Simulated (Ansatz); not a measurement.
## SnO: do energies and stresses tell the same story?

The calculation used Ansatz, DFT PBEsol+D3(BJ), scalar-relativistic, plane waves, PAW.

Plane waves to 420 eV, a k mesh through Γ of 8×6×8 on the computed 4-atom cell and Gaussian smearing (0.02 eV); no spin polarisation.

Relaxed cell: Pmn2_1, a = 3.300 Å, b = 5.598 Å, c = 3.630 Å, α = 90.00°, β = 90.00°, γ = 90.00°, 4 atoms in the primitive cell. This form isn't the usual stable structure of the compound.

Energies at zero smearing and pressures from the stress tensor, at volumes with shape and atoms relaxed:
```
V (Å³/atom) E − E(first) (meV/atom) P (GPa)
     14.750                     0.00     6.17
     15.253                   -15.82     4.06
     15.756                   -25.70     2.38
     16.259                   -30.85     1.03
     16.761                   -32.34     0.01
     17.264                   -30.97    -0.83
     17.767                   -27.45    -1.42
     18.438                   -20.58    -1.94
```

**Question.** Check P = −dE/dV between neighbouring volumes, and get the bulk modulus from the pressures alone.

**Answer.** With 1 eV/Å³ = 160.2 GPa:
```
middle V (Å³/atom)  −ΔE/ΔV (GPa) mean P (GPa)
            15.002         5.039         5.117
            15.504         3.149         3.221
            16.007         1.641         1.707
            16.510         0.476         0.521
            17.013        -0.437        -0.412
            17.516        -1.121        -1.127
            18.102        -1.643        -1.682
```

The two differ by 0.08 GPa at most. The mean of two end pressures misses the average over a step by about ΔV² P″/12, up to 0.04 GPa here; with that taken off 0.07 GPa remains, from the finite cutoff, the mesh or the relaxation's tolerance. Around V = 16.761 Å³/atom, the two neighbours give B = −V ΔP/ΔV = 16.761 × 1.87 / 1.006 = 31.1 GPa, against B0 = 29.8 GPa from the Birch–Murnaghan fit of the energies.

Cost: 9 runs of about 18 core-minutes in all, on Arm Neoverse V1 (shared hosts).